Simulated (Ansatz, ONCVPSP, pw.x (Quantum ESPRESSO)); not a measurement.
## Equation-of-state test of one ONCV potential (phosphorus (P))

* Element: phosphorus (P)
* Generator: ONCVPSP 4.0.1.1 (patched build)
* Type: optimised norm-conserving Vanderbilt (ONCV)
* Functional: PBE
* Relativity: scalar-relativistic
* Frozen core: [Ne]
* Valence charge: 5
* Reference configuration: 3s2 3p3
* Partial waves: 3s: rc 1.60 bohr, ncon 4, nbas 8, qcut 3.2 1/bohr, 2 projectors, debl 1.5 Ha; 3p: rc 1.90 bohr, ncon 3, nbas 7, qcut 3.5 1/bohr, 2 projectors, debl 1.4 Ha; d scattering state at 0.15 Ha: rc 1.60 bohr, ncon 4, nbas 7, qcut 6.8 1/bohr, local
* Local potential: the d channel
* Core correction: polynomial model core, fcfact 0.45

Atomic tests: cutoffs needed: 51 Ha and 67 Ha (the cutoffs (Ha) at which the residual kinetic energy of the hardest occupied pseudo-wave falls to 1 and 0.1 mHa per electron); ghost test: no bound ghost flagged; GHOST(+) flagged for s at 131.7 eV; largest excitation error: +30 meV (all-electron minus pseudo) for 3s2 3p0, out of 4 test configurations.

Crystal test: diamond P in pw.x 7.5, no spin, 8³ k-points, Fermi–Dirac smearing 0.01 Ry, cutoffs 155/620 Ry. The reference is all-electron LAPW (Ansatz 0.2.0) with the same functional, mesh and smearing; V0 and B0 come from Birch–Murnaghan fits to the pressures at five volumes. Errors are pseudo minus all-electron; Δ is the rms difference of the E(V) curves that follow from these fits, minima aligned, over ±6 % about the mean V0. Mesh and smearing are coarse, so the numbers serve the comparison and aren't converged zero-temperature values; the lattice is a test structure that the element need not adopt.

```tsv
V (Å³/atom)	P all-electron (GPa)	P pseudo (GPa)
19.902	1.99	2.06
20.425	0.85	0.92
20.949	-0.21	-0.15
21.473	-1.21	-1.16
21.996	-2.14	-2.09
```

All-electron: a0 = 5.504 Å (V0 = 20.84 Å³/atom), B0 = 41.6 GPa.

Pseudopotential: mean pressure error (GPa): +0.06; a0 (Å): 5.507; a0 error (%): +0.05; B0 error (%): +0.2; Δ (meV/atom): 0.3.

Problem. At the middle volume, how do free energy and pressure move when the wave cutoff is lowered (ecutrho kept at four times it)?

Solution.

```
cutoff (Ry)  shift of F (meV/atom)  shift of P (GPa)
         70                  +70.9             -0.74
         93                  +58.9             -0.31
        124                  +14.0             -0.77
```

The run at the middle volume (29 k-points, 7 iterations) took about 52 s on one core of a shared host (Intel(R) Xeon(R) Platinum 8259CL CPU @ 2.50GHz, 96 threads, 755 GiB, load 60).
